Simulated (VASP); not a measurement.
**From one sheet to two: blue phosphorene**

What are the lattice, gap and band positions of blue phosphorene, and what does a second sheet change?

Method: optB86b-vdW; plane waves and PAW (P), in VASP 6.6.1.

### Step 1. The structure

The cell holds 2 atoms: 2 P. Its edges and angles: a = 3.280 Å, b = 3.280 Å, c = 22.000 Å, α = 90.0°, β = 90.0°, γ = 120.0°. Vacuum lies along c.

Structure file:

```
P
1.0
     3.28000    0.00000    0.00000
    -1.64000    2.84056    0.00000
     0.00000    0.00000   22.00000
P
2
Direct
  0.33333 0.66667 0.47182
  0.66667 0.33333 0.52818
```

### Step 2. Relaxing the monolayer

The sheet's cell relaxes in its plane with the atoms, while the vacuum is kept.

File INCAR:

```
SYSTEM = P
PREC = Normal
ENCUT = 350
EDIFF = 1E-06
NELM = 120
ISMEAR = 0
SIGMA = 0.03
LREAL = .FALSE.
ALGO = Normal
GGA = MK
AGGAC = 0
LUSE_VDW = .TRUE.
PARAM1 = 0.1234
PARAM2 = 1
LASPH = .TRUE.
NBANDS = 11
LORBIT = 11
LWAVE = .FALSE.
LCHARG = .FALSE.
KPAR = 4
IBRION = 2
NSW = 50
ISIF = 3
EDIFFG = -0.015
POTIM = 0.4
IDIPOL = 3
LDIPOL = .TRUE.
DIPOL = 0.5 0.5 0.5
LATTICE_CONSTRAINTS = .TRUE. .TRUE. .FALSE.
```

File POSCAR:

```
P
1.0
    3.2800000000      0.0000000000      0.0000000000
   -1.6400000000      2.8405633244      0.0000000000
    0.0000000000      0.0000000000     22.0000000000
P
2
Direct
    0.3333333333      0.6666666667      0.4718181818
    0.6666666667      0.3333333333      0.5281818182
```

File KPOINTS:

```
Automatic mesh
0
Gamma
12 12 1
0 0 0
```

PAW data sets: P (PBE family, release 64).

The run is started by

```bash
> mpirun -np 4 vasp_std
```

What it wrote:

```text
[banner, memory and clock lines left out]
running    4 mpi-ranks, on    1 nodes
 distrk:  each k-point on    1 cores,    4 groups
 distr:  one band on    1 cores,    1 groups

 POSCAR found type information on POSCAR P
 POSCAR found :  1 types and       2 ions
|                                                                             |
|               ----> ADVICE to this user running VASP <----                  |
|                                                                             |
|     You have switched on vdW-DFT.                                           |
|     This routine was written and supplied by Jiri Klimes. We recommend      |
|     that you carefully read and cite the following publications:            |
|       J. Klimes, D.R. Bowler, A. Michelides                                 |
|          J. Phys.: Cond Matt. 22 022201 (2010)                              |
|       J. Klimes, D.R. Bowler, A. Michelides                                 |
|          Phys. Rev. B. 83, 195131 (2011)                                    |
|     and references therein.                                                 |
|                                                                             |

|                                                                             |
|               ----> ADVICE to this user running VASP <----                  |
|                                                                             |
|     You enforced a specific xc type in the INCAR file but a different       |
|     [... a line on the potential file left out ...]
|     I HOPE YOU KNOW WHAT YOU ARE DOING!                                     |
|                                                                             |

 LDA part: xc-table for (Slater+PW92), standard interpolation
 POSCAR, INCAR and KPOINTS ok, starting setup
 FFT: planning ... GRIDC
 FFT: planning ... GRID_SOFT
 FFT: planning ... GRID
 WAVECAR not read
 entering main loop
       N       E                     dE             d eps       ncg     rms          rms(c)
DAV:   1     0.542206178308E+02    0.54221E+02   -0.26330E+03   418   0.450E+02
DAV:   2    -0.322296549408E+01   -0.57444E+02   -0.51117E+02   673   0.917E+01
DAV:   3    -0.796080412784E+01   -0.47378E+01   -0.47222E+01   555   0.356E+01
DAV:   4    -0.802622788438E+01   -0.65424E-01   -0.65338E-01   622   0.496E+00
DAV:   5    -0.802675680435E+01   -0.52892E-03   -0.52888E-03   627   0.415E-01    0.655E+00
DAV:   6    -0.797152903811E+01    0.55228E-01   -0.48422E-02   526   0.108E+00    0.389E+00
DAV:   7    -0.795111924683E+01    0.20410E-01   -0.88520E-02   550   0.150E+00    0.234E-01
DAV:   8    -0.795101947800E+01    0.99769E-04   -0.41441E-03   467   0.423E-01    0.751E-02
DAV:   9    -0.795098070562E+01    0.38772E-04   -0.20952E-04   644   0.914E-02    0.517E-02
DAV:  10    -0.795090716524E+01    0.73540E-04   -0.84108E-05   503   0.463E-02    0.230E-02
DAV:  11    -0.795088344532E+01    0.23720E-04   -0.70242E-06   635   0.187E-02    0.831E-03
DAV:  12    -0.795086083237E+01    0.22613E-04   -0.10082E-05   439   0.150E-02    0.128E-02
DAV:  13    -0.795086841958E+01   -0.75872E-05   -0.14598E-06   542   0.562E-03    0.765E-03
DAV:  14    -0.795090984107E+01   -0.41421E-04   -0.19552E-05   473   0.124E-02    0.127E-03
DAV:  15    -0.795091713849E+01   -0.72974E-05   -0.88590E-07   634   0.295E-03    0.190E-03
DAV:  16    -0.795092235000E+01   -0.52115E-05   -0.19116E-07   519   0.215E-03    0.553E-04
DAV:  17    -0.795092437399E+01   -0.20240E-05   -0.69581E-08   466   0.162E-03    0.732E-04
DAV:  18    -0.795092508338E+01   -0.70940E-06   -0.25858E-08   424   0.936E-04
   1 F= -.79509251E+01 E0= -.79509251E+01  d E =-.795093E+01
 curvature:   0.00 expect dE= 0.000E+00 dE for cont linesearch  0.000E+00
 trial: gam= 0.00000 g(F)=  0.179E-03 g(S)=  0.117E-02 ort = 0.000E+00 (trialstep = 0.100E+01)
 search vector abs. value=  0.135E-02
 bond charge predicted
       N       E                     dE             d eps       ncg     rms          rms(c)
DAV:   1    -0.795254815736E+01   -0.16238E-02   -0.29447E-02   484   0.882E-01    0.175E-01
DAV:   2    -0.795192260904E+01    0.62555E-03   -0.10112E-03   552   0.188E-01    0.840E-02
DAV:   3    -0.795167838906E+01    0.24422E-03   -0.53931E-04   511   0.115E-01    0.207E-02
DAV:   4    -0.795167324782E+01    0.51412E-05   -0.22996E-05   580   0.299E-02    0.190E-02
DAV:   5    -0.795167111577E+01    0.21320E-05   -0.87533E-07   499   0.610E-03    0.112E-02
DAV:   6    -0.795166691800E+01    0.41978E-05   -0.37755E-06   570   0.113E-02    0.172E-03
DAV:   7    -0.795166732578E+01   -0.40778E-06   -0.37109E-07   445   0.345E-03
   2 F= -.79516673E+01 E0= -.79516673E+01  d E =-.742242E-03
[...]
3 F= -.79516800E+01 E0= -.79516800E+01  d E =-.754921E-03
 curvature:  -0.56 expect dE=-0.238E-04 dE for cont linesearch -0.929E-08
 trial: gam= 0.02797 g(F)=  0.373E-04 g(S)=  0.507E-05 ort = 0.471E-05 (trialstep = 0.103E+01)
 search vector abs. value=  0.437E-04
 bond charge predicted
       N       E                     dE             d eps       ncg     rms          rms(c)
DAV:   1    -0.795168934994E+01   -0.97005E-05   -0.10149E-03   489   0.173E-01    0.269E-02
DAV:   2    -0.795169230718E+01   -0.29572E-05   -0.57588E-05   519   0.451E-02    0.958E-03
DAV:   3    -0.795169231677E+01   -0.95948E-08   -0.93487E-07   417   0.697E-03
   4 F= -.79516923E+01 E0= -.79516923E+01  d E =-.123121E-04
 trial-energy change:   -0.000012  1 .order   -0.000013   -0.000044    0.000019
 step:   0.7198(harm=  0.7198)  dis= 0.00065  next Energy=    -7.951695 (dE=-0.153E-04)
 reached required accuracy - stopping structural energy minimisation
```

It took 2.6 min on 4 MPI ranks of Intel Xeon Platinum 8375C at 2.90GHz (Ice Lake), shared host; peak memory 1.4 GiB; 10 min of CPU time.

Lines that name or quote the potential files are left out of all logs, and their timing lines are given in words.

Parts of OUTCAR (step 2):

```text
ion  position               nearest neighbor table
   1  0.333  0.667  0.472-   2 2.26   2 2.26   2 2.26
   2  0.667  0.333  0.528-   1 2.26   1 2.26   1 2.26

  LATTYP: Found a hexagonal cell.
 ALAT       =     3.2800000000
 C/A-ratio  =     6.7073170732

 Subroutine GETGRP returns: Found 12 space group operations
 (whereof 12 operations were pure point group operations)

The static configuration has the point symmetry D_3d.

 Found     19 irreducible k-points:

   k-points           NKPTS =     19   k-points in BZ     NKDIM =     19   number of bands    NBANDS=     11

   dimension x,y,z NGX =    16 NGY =   16 NGZ =  108
   dimension x,y,z NGXF=    32 NGYF=   32 NGZF=  216

   ENCUT  =  350.0 eV  25.72 Ry    5.07 a.u.   5.00  5.00 33.56*2*pi/ulx,y,z

   NELECT =      10.0000    total number of electrons

 k-points in reciprocal lattice and weights: Automatic mesh
   0.00000000  0.00000000  0.00000000       0.007
   0.08333333  0.00000000  0.00000000       0.042
   0.16666667  0.00000000  0.00000000       0.042
   0.25000000  0.00000000  0.00000000       0.042
   0.33333333  0.00000000  0.00000000       0.042
   0.41666667  0.00000000  0.00000000       0.042
   0.50000000  0.00000000  0.00000000       0.021
   0.08333333  0.08333333  0.00000000       0.042
   0.16666667  0.08333333  0.00000000       0.083
[...]
0.33333333  0.25000000  0.00000000       0.083
   0.33333333  0.33333333  0.00000000       0.014

 dipolmoment           0.000000      0.000000      0.000000 electrons x Angstroem

 average (electrostatic) potential at core
       1 -92.2989       2 -92.2989

 E-fermi :  -3.9987

 k-point     1 :       0.0000    0.0000    0.0000
  band No.  band energies     occupation
      1     -18.2396      2.00000
      2     -10.5772      2.00000
      3      -4.6263      2.00000
      4      -4.2066      2.00000
      5      -4.2066      2.00000
      6      -0.1968      0.00000
      7      -0.1637      0.00000
      8      -0.1637      0.00000
      9       0.7944      0.00000
     10       1.2548      0.00000
    ...

 k-point     2 :       0.0833    0.0000    0.0000
  band No.  band energies     occupation
      1     -18.1270      2.00000
      2     -10.5008      2.00000
      3      -5.0840      2.00000
      4      -4.5583      2.00000
      5      -4.4558      2.00000
      6      -0.4692      0.00000
      7       0.1493      0.00000
      8       0.5685      0.00000
      9       1.0030      0.00000
     10       1.3748      0.00000
    ...

 k-point     3 :       0.1667    0.0000    0.0000
  band No.  band energies     occupation
      1     -17.7916      2.00000
      2     -10.3152      2.00000
      3      -6.6760      2.00000
      4      -4.9942      2.00000
      5      -4.3839      2.00000
      6      -1.1453      0.00000
      7       0.7746      0.00000
      8       1.2043      0.00000
      9       1.5327      0.00000
     10       1.9722      0.00000
    ...

Total vdW correction in eV:      1.6455328

  Total       -0.0038043     -0.0038043     -0.0250385     -0.0000000      0.0000000      0.0000000
  in kB       -0.0299553     -0.0299553     -0.1971537     -0.0000000      0.0000000      0.0000000
  external PRESSURE =      -0.0856881 kB  Pullay stress =       0.0000000 kB

  energy-cutoff  :      350.00
  volume of cell :      203.48
      direct lattice vectors                 reciprocal lattice vectors
     3.267984059  0.000000000  0.000000000     0.305999045  0.176668631  0.000000000
    -1.633992030  2.830157215  0.000000000     0.000000000  0.353337262  0.000000000
     0.000000000  0.000000000 22.000000000     0.000000000  0.000000000  0.045454545

 POSITION                                       TOTAL-FORCE (eV/Angst)
 -----------------------------------------------------------------------------------
     -0.00000      1.88677     10.37698        -0.000000      0.000000      0.009504
      1.63399      0.94339     11.62302         0.000000     -0.000000     -0.009504
 -----------------------------------------------------------------------------------
    total drift:                                0.000000     -0.000000      0.000000

  FREE ENERGIE OF THE ION-ELECTRON SYSTEM (eV)
  ---------------------------------------------------
  free  energy   TOTEN  =        -7.9516923168 eV

  energy  without entropy=       -7.9516923168  energy(sigma->0) =       -7.95169232

Total vdW correction in eV:      1.6454783

 reached required accuracy - stopping structural energy minimisation

 vacuum level on the upper side and lower side of the slab         2.147         2.147

 total charge
# of ion       s       p       d       tot
------------------------------------------
    1        1.094   1.357   0.000   2.451
    2        1.094   1.357   0.000   2.451
--------------------------------------------------
tot          2.189   2.714   0.000   4.903

[... 3 further parts left out ...]
```

CONTCAR:

```
P
   1.00000000000000
     3.2679840594996481    0.0000000000000000    0.0000000000000000
    -1.6339920297498240    2.8301572146764755    0.0000000000000000
     0.0000000000000000    0.0000000000000000   22.0000000000000000
  P
     2
Direct
     0.3333333332999970    0.6666666667000030    0.4716807074808987
     0.6666666667000030    0.3333333332999970    0.5283192925191014
```

The gap is read on the k-mesh alone, so it is an upper bound where the band edges lie off the mesh. The PAW data sets were made with PBE, which is usual practice but a small mismatch for other functionals. The run keeps the 12 symmetry operations of its start, so it cannot find a distortion of lower symmetry.

The steps of the relaxation:

```
step  energy less that of the first step (eV)  largest force (eV/Å)  pressure (GPa)  volume (Å³)
   1                                   0.0000                0.0481           -0.08       204.98
   2                                  -0.0007                0.0249            0.00       203.60
   3                                  -0.0008                0.0220            0.01       203.42
   4                                  -0.0008                0.0095           -0.01       203.48
```

```
cell as run  before  after  change
      a (Å)   3.280  3.268  -0.4 %
      b (Å)   3.280  3.268  -0.4 %
```

Final coordinates:

```xyz
2
Lattice="3.2680 0.0000 0.0000 -1.6340 2.8302 0.0000 0.0000 0.0000 22.0000" Properties=species:S:1:pos:R:3
P     0.0000    1.8868   10.3770
P     1.6340    0.9434   11.6230
```

This step gave:

* electronic steps: 32
* electrons: 10
* free energy (TOTEN): -7.952 eV
* Fermi energy: -3.999 eV
* metallic: no
* dipole moment: 0, 0, 0 e·Å
* gap on the k-mesh: 2.031 eV
* least direct gap on the k-mesh: 2.276 eV

The run ended after 4 ionic steps, 0.001 eV below its first step, once forces and stress met EDIFFG = -0.015.

### Step 3. A second relaxation

The plane waves were chosen for the start cell, so the relaxation is repeated from its end.

INCAR: that of step 2 with these lines changed.

```diff
@@ -21,3 +21,3 @@
 IBRION = 2
-NSW = 50
+NSW = 30
 ISIF = 3
```

File POSCAR:

```
P
1.0
    3.2679840595      0.0000000000      0.0000000000
   -1.6339920297      2.8301572147      0.0000000000
    0.0000000000      0.0000000000     22.0000000000
P
2
Direct
    0.3333333333      0.6666666667      0.4716807075
    0.6666666667      0.3333333333      0.5283192925
```

KPOINTS is that of step 2.

The run is started by

```bash
> mpirun -np 4 vasp_std
```

What it wrote:

```text
[banner, memory and clock lines left out]
running    4 mpi-ranks, on    1 nodes
 distrk:  each k-point on    1 cores,    4 groups
 distr:  one band on    1 cores,    1 groups

 POSCAR found type information on POSCAR P
 POSCAR found :  1 types and       2 ions
 [... a notice as in an earlier step ...]

 [... a notice as in an earlier step ...]

 LDA part: xc-table for (Slater+PW92), standard interpolation
 POSCAR, INCAR and KPOINTS ok, starting setup
 FFT: planning ... GRIDC
 FFT: planning ... GRID_SOFT
 FFT: planning ... GRID
 WAVECAR not read
 entering main loop
       N       E                     dE             d eps       ncg     rms          rms(c)
DAV:   1     0.537451669665E+02    0.53745E+02   -0.26052E+03   426   0.450E+02
DAV:   2    -0.363821059731E+01   -0.57383E+02   -0.51387E+02   672   0.952E+01
DAV:   3    -0.797562140240E+01   -0.43374E+01   -0.43083E+01   610   0.339E+01
DAV:   4    -0.802958752582E+01   -0.53966E-01   -0.53930E-01   641   0.401E+00
DAV:   5    -0.802991222074E+01   -0.32469E-03   -0.32468E-03   580   0.330E-01    0.659E+00
DAV:   6    -0.797271646356E+01    0.57196E-01   -0.51363E-02   518   0.112E+00    0.390E+00
DAV:   7    -0.795185954095E+01    0.20857E-01   -0.92571E-02   536   0.153E+00    0.249E-01
DAV:   8    -0.795175451269E+01    0.10503E-03   -0.43723E-03   445   0.441E-01    0.797E-02
DAV:   9    -0.795168759799E+01    0.66915E-04   -0.24189E-04   645   0.974E-02    0.524E-02
DAV:  10    -0.795158797532E+01    0.99623E-04   -0.98180E-05   516   0.504E-02    0.187E-02
DAV:  11    -0.795155818732E+01    0.29788E-04   -0.73869E-06   635   0.191E-02    0.106E-02
DAV:  12    -0.795151956719E+01    0.38620E-04   -0.11723E-05   445   0.165E-02    0.155E-02
DAV:  13    -0.795152592660E+01   -0.63594E-05   -0.15185E-06   523   0.598E-03    0.960E-03
DAV:  14    -0.795156772605E+01   -0.41799E-04   -0.20888E-05   465   0.135E-02    0.405E-03
DAV:  15    -0.795157597755E+01   -0.82515E-05   -0.11188E-06   645   0.329E-03    0.275E-03
DAV:  16    -0.795158291875E+01   -0.69412E-05   -0.26171E-07   514   0.265E-03    0.117E-03
DAV:  17    -0.795158520604E+01   -0.22873E-05   -0.10895E-07   471   0.189E-03    0.153E-03
DAV:  18    -0.795158585812E+01   -0.65208E-06   -0.22191E-08   434   0.909E-04
   1 F= -.79515859E+01 E0= -.79515859E+01  d E =-.795159E+01
 curvature:   0.00 expect dE= 0.000E+00 dE for cont linesearch  0.000E+00
 trial: gam= 0.00000 g(F)=  0.679E-05 g(S)=  0.100E-05 ort = 0.000E+00 (trialstep = 0.100E+01)
 search vector abs. value=  0.780E-05
 reached required accuracy - stopping structural energy minimisation
```

It took 65 s on 4 MPI ranks; peak memory 1.4 GiB.

Parts of OUTCAR (step 3):

```text
  LATTYP: Found a hexagonal cell.
 ALAT       =     3.2679840595
 C/A-ratio  =     6.7319789814

The static configuration has the point symmetry D_3d.

 Found     19 irreducible k-points:

   ENCUT  =  350.0 eV  25.72 Ry    5.07 a.u.   4.99  4.99 33.56*2*pi/ulx,y,z

   NELECT =      10.0000    total number of electrons

 E-fermi :  -3.9891

 k-point     1 :       0.0000    0.0000    0.0000
  band No.  band energies     occupation
      1     -18.2371      2.00000
      2     -10.5749      2.00000
      3      -4.6242      2.00000
      4      -4.2041      2.00000
      5      -4.2041      2.00000
      6      -0.1942      0.00000
      7      -0.1612      0.00000
      8      -0.1612      0.00000
      9       0.8068      0.00000
     10       1.2643      0.00000
    ...

 k-point     2 :       0.0833    0.0000    0.0000
  band No.  band energies     occupation
      1     -18.1246      2.00000
      2     -10.4985      2.00000
      3      -5.0815      2.00000
      4      -4.5563      2.00000
      5      -4.4533      2.00000
      6      -0.4667      0.00000
      7       0.1518      0.00000
      8       0.5732      0.00000
      9       1.0135      0.00000
     10       1.3846      0.00000
    ...

Total vdW correction in eV:      1.6455073

  Total       -0.0050973     -0.0050973     -0.0316444     -0.0000000      0.0000000      0.0000000
  in kB       -0.0401366     -0.0401366     -0.2491692     -0.0000000      0.0000000      0.0000000
  external PRESSURE =      -0.1098142 kB  Pullay stress =       0.0000000 kB

 POSITION                                       TOTAL-FORCE (eV/Angst)
 -----------------------------------------------------------------------------------
     -0.00000      1.88677     10.37698        -0.000000     -0.000000      0.009381
      1.63399      0.94339     11.62302         0.000000      0.000000     -0.009381
 -----------------------------------------------------------------------------------
    total drift:                                0.000000      0.000000      0.000000

  FREE ENERGIE OF THE ION-ELECTRON SYSTEM (eV)
  ---------------------------------------------------
  free  energy   TOTEN  =        -7.9515858581 eV

  energy  without entropy=       -7.9515858581  energy(sigma->0) =       -7.95158586

Total vdW correction in eV:      1.6455088

 vacuum level on the upper side and lower side of the slab         2.113         2.113

[... 8 parts as in an earlier step ...]

[... 6 further parts left out ...]
```

CONTCAR:

```
P
   1.00000000000000
     3.2679840594999998    0.0000000000000000    0.0000000000000000
    -1.6339920296999999    2.8301572146999998    0.0000000000000000
     0.0000000000000000    0.0000000000000000   22.0000000000000000
  P
     2
Direct
     0.3333333332999970    0.6666666667000030    0.4716807074999991
     0.6666666667000030    0.3333333332999970    0.5283192925000009
```

Little changed from the start: no atom moved by 0.005 Å and no cell edge by 0.1 %.

This step gave:

- electronic steps: 18
- Fermi energy: -3.989 eV

The start already met the threshold, so nothing moved.

(Continued in part 2 of 5.)

[Lines on the potential files, build, host, timing and source positions are cut from VASP's logs without a mark.]

[Logs are printed without paths, hosts, clocks, repeated set-up lines and the standing remarks that a program may print on its own settings, such as how far it seeks lower states.]

[Hosts, paths, dates, database ids (printed as entryN), source tags and the programs' standing remarks are cut or masked in the printed files.]

[Runs that stopped without an error message from VASP are left out.]
